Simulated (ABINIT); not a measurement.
**NaI in ABINIT: the effect of potentials**

Crystal: NaI.

```
I Na
1.0
     0.00000    3.23640    3.23640
     3.23640    0.00000    3.23640
     3.23640    3.23640    0.00000
I Na
1 1
Cartesian
  3.2364 3.2364 3.2364
  0.0000 0.0000 0.0000
```

Alike in all runs:

| Quantity | Value |
| --- | --- |
| Program | ABINIT 10.8.3 (patched build) |
| Task | band structure |
| Functional | r2SCAN |
| k mesh | 7 × 7 × 7 |
| Occupations | fermi-dirac, width 0.05 eV |
| Spin | no spin polarisation |

```tsv
potentials	cutoff	gap on the mesh (eV)	pressure (GPa)
Ansatz PAW PBE default generated set, frozen core	490 eV	4.43	-0.1
JTH PAW PBE v2.0	1306 eV	4.42	0.0
SG15 NC PBE v1.2	1306 eV	4.41	-0.2
PseudoDojo NC SR PBE v0.4.1 standard	1442 eV	?	?
```

Problem. What does the run with potentials PseudoDojo NC SR PBE v0.4.1 standard give?

Solution. gap on the mesh 4.28 eV; pressure -0.2 GPa.

Caveats: spin-orbit coupling is left out, which moves the levels of the heavy elements; the PAW data sets were made with another functional, which shifts forces and pressure a little (some runs); the potentials were made for another functional, which shifts forces and pressure (some runs); a meta-GGA on potentials with a model core is unreliable (some runs).

The runs don't all hold the same shells in valence.
